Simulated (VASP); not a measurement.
# AlAu (Pm-3m) in VASP: single point with LDA

Aim: the single point of AlAu with LDA.

Program: VASP 6.6.1. These are calculated values, not measurements. Logs are shortened: lines on timing, memory, paths and dates and some standing lists are left out, and cuts for length are marked.

### 1 The structure

Symmetry: Pm-3m, No. 221, cubic system. The conventional cell has a = 3.224 Å, b = 3.224 Å, c = 3.224 Å, α = 90.00°, β = 90.00°, γ = 90.00°. Al (site symmetry m-3m) is surrounded by 8 Au at 2.79 Å. Around Au (site symmetry m-3m) lie 8 Al at 2.79 Å.

The cell comes from a database or a generator and needn't be the stable form of this composition.

### 2 Single point, LDA

Input file INCAR:

```
  PREC = Accurate
  ENCUT = 520
  EDIFF = 1E-6
  ISMEAR = -1
  SIGMA = 0.05
  LREAL = F
  LASPH = T
  NELM = 100
  ALGO = Normal
  ISIF = 2
  LWAVE = F
  LCHARG = F
  GGA = CA
  NBANDS = 14
```

Input file KPOINTS:

```
regular mesh
0
Gamma
  13 13 13
```

Input file POSCAR:

```
AlAu
1.0
    3.2239420000      0.0000000000      0.0000000000
    0.0000000000      3.2239420000      0.0000000000
    0.0000000000      0.0000000000      3.2239420000
Al Au
1 1
Direct
    0.0000000000      0.0000000000      0.0000000000
    0.5000000000      0.5000000000      0.5000000000
```

Potentials or basis: VASP PAW LDA potentials, release 64 (Al, Au).

Run with:

```console
$ cat potpaw_LDA.64/Al/POTCAR potpaw_LDA.64/Au/POTCAR > POTCAR
$ mpirun -np 1 vasp_std > vasp.out
```

OUTCAR:

```text
PREC = Accurate
   ENCUT = 520
   EDIFF = 1E-6
   ISMEAR = -1
   LREAL = F
   LASPH = T
   NELM = 100
   ISIF = 2
   GGA = CA

 ion  position               nearest neighbor table
   1  0.000  0.000  0.000-   2 2.79   2 2.79   2 2.79   2 2.79   2 2.79   2 2.79   2 2.79   2 2.79

   2  0.500  0.500  0.500-   1 2.79   1 2.79   1 2.79   1 2.79   1 2.79   1 2.79   1 2.79   1 2.79

  LATTYP: Found a simple cubic cell.
 ALAT       =     3.2239420000

  Lattice vectors:

 A1 = (   3.2239420000,   0.0000000000,   0.0000000000)
 A2 = (   0.0000000000,   3.2239420000,   0.0000000000)
 A3 = (   0.0000000000,   0.0000000000,   3.2239420000)

Analysis of symmetry for initial positions (statically):
=====================================================================
 Subroutine PRICEL returns:
 Original cell was already a primitive cell.

 Routine SETGRP: Setting up the symmetry group for a
 simple cubic supercell.

 Subroutine GETGRP returns: Found 48 space group operations
 (whereof 48 operations were pure point group operations)
 out of a pool of 48 trial point group operations.

The static configuration has the point symmetry O_h .

Analysis of symmetry for dynamics (positions and initial velocities):
=====================================================================
 Subroutine PRICEL returns:
 Original cell was already a primitive cell.

 Routine SETGRP: Setting up the symmetry group for a
 simple cubic supercell.

 Subroutine GETGRP returns: Found 48 space group operations
 (whereof 48 operations were pure point group operations)
 out of a pool of 48 trial point group operations.

The dynamic configuration has the point symmetry O_h .

 Subroutine INISYM returns: Found 48 space group operations
 (whereof 48 operations are pure point group operations),
 and found     1 'primitive' translations

----------------------------------------------------------------------------------------

                                     Primitive cell

  volume of cell :      33.5090

  direct lattice vectors                    reciprocal lattice vectors
     3.223942000  0.000000000  0.000000000     0.310179277  0.000000000  0.000000000
     0.000000000  3.223942000  0.000000000     0.000000000  0.310179277  0.000000000
     0.000000000  0.000000000  3.223942000     0.000000000  0.000000000  0.310179277

  length of vectors
     3.223942000  3.223942000  3.223942000     0.310179277  0.310179277  0.310179277

  position of ions in fractional coordinates (direct lattice)
     0.000000000  0.000000000  0.000000000
     0.500000000  0.500000000  0.500000000
[... 89 lines left out ...]
   NUPDOWN=      -1.0000    fix difference up-down
   EMIN   =  10.00;   EMAX   =-10.00  energy-range for DOS
   EFERMI =   0.00;   METHOD = LEGACY
   ISMEAR =    -1;   SIGMA  =   0.05  broadening in eV -4-tet -1-fermi 0-gaus
   EFERMI_NEDOS =   21; number of points for ismear=-14 and -15
   IALGO  =     38    algorithm
   IMIX   =      4    mixing-type and parameters
     AMIX     =   0.40;   BMIX     =  1.00
     AMIX_MAG =   1.60;   BMIX_MAG =  1.00
  volume/ion in A,a.u.               =      16.75       113.06
  Fermi-wavevector in a.u.,A,eV,Ry     =   1.223856  2.312752 20.379123  1.497823
  Thomas-Fermi vector in A             =   2.358952
   LORBIT       =      0    0 simple, 1 ext, 2 COOP (PROOUT), +10 PAW based schemes
   GGA     = CA    functional components
   LHFCALC =     F    Hartree Fock is set to
   AEXX    =    0.0000 exact exchange contribution
   IVDW    =     0    specifies the selected vdW correction
   LEPSILON=     F    determine dielectric tensor
   LRPA    =     F    only Hartree local field effects (RPA)
 non-spin polarized calculation
  energy-cutoff  :      520.00
  volume of cell :       33.51
 maximum number of plane-waves:       922
 NGX is ok and might be reduce to    24
   NGX = 11   NGY = 11   NGZ = 11

 number of electron      14.0000002 magnetization

 Free energy of the ion-electron system (eV)
  ---------------------------------------------------
  ext. energy  EPLUGINS =         0.00000000
  ---------------------------------------------------
  free energy    TOTEN  =        -9.17171161 eV

  energy without entropy =       -9.16572771  energy(sigma->0) =       -9.16871966

 E-fermi :   9.3511     XC(G=0): -11.6926

 val. band max:        9.3378017807   @ k =   0.4615   0.4615   0.4615
 cond. band min:       9.3680990748   @ k =   0.3846   0.3846   0.3077
 fundamental gap:      0.0302972941
 Fermi energy:         9.3511158362

 k-point     1 :       0.0000    0.0000    0.0000
  band No.  band energies     occupation
      1      -1.9311      2.00000
      2       2.7802      2.00000
      3       2.7802      2.00000
      4       4.6508      2.00000
      5       4.6508      2.00000
      6       4.6508      2.00000
      7      12.1695      0.00000
      8      12.1695      0.00000
      9      12.1695      0.00000
     10      15.8797      0.00000
     11      16.8467      0.00000
     12      16.8467      0.00000
     13      26.0358      0.00000
     14      26.0358      0.00000
[... 377 lines left out ...]
      1       1.2041      2.00000
      2       2.5038      2.00000
      3       3.9336      2.00000
      4       4.0025      2.00000
      5       4.1977      2.00000
      6       4.3904      2.00000
      7       7.2570      2.00000
      8       9.6968      0.00199
      9      12.8277      0.00000
     10      16.3255      0.00000
     11      18.0150      0.00000
     12      19.5951      0.00000
     13      21.1742      0.00000
     14      22.8818      0.00000

 [... further k-points ...]

------------------------ aborting loop because EDIFF is reached ----------------------------------------

  FORCE on cell =-STRESS in cart. coord.  units (eV):
  Direction    XX          YY          ZZ          XY          YZ          ZX
  --------------------------------------------------------------------------------------
  -------------------------------------------------------------------------------------
  Total       -1.5482119     -1.5482119     -1.5482119      0.0000000     -0.0000000      0.0000000
  in kB      -74.0251559    -74.0251559    -74.0251559      0.0000000     -0.0000000      0.0000000
  external PRESSURE =     -74.0251559 kB  Pullay stress =       0.0000000 kB

 VOLUME and BASIS-vectors are now :
 -----------------------------------------------------------------------------
  energy-cutoff  :      520.00
  volume of cell :       33.51
      direct lattice vectors                 reciprocal lattice vectors
     3.223942000  0.000000000  0.000000000     0.310179277  0.000000000  0.000000000
     0.000000000  3.223942000  0.000000000     0.000000000  0.310179277  0.000000000
     0.000000000  0.000000000  3.223942000     0.000000000  0.000000000  0.310179277

 POSITION                                       TOTAL-FORCE (eV/Angst)
 -----------------------------------------------------------------------------------
      0.00000      0.00000      0.00000         0.000000      0.000000      0.000000
      1.61197      1.61197      1.61197         0.000000      0.000000      0.000000
 -----------------------------------------------------------------------------------
    total drift:                                0.000000     -0.000000     -0.000000

  FREE ENERGIE OF THE ION-ELECTRON SYSTEM (eV)
  ---------------------------------------------------
  free  energy   TOTEN  =        -9.1717116087 eV

  energy  without entropy=       -9.1657277112  energy(sigma->0) =       -9.16871966
```

Wall time 8 s (1 thread of Intel Xeon 6975P-C (Granite Rapids), shared host); peak memory 0.15 GiB.

Results:

```
Free energy            : -9.1717 eV
Pressure               : -7.4 GPa
Band gap on the k mesh : none (metal or under the smearing width)
```

The run has no spin-orbit coupling, so splittings on Au are missing.
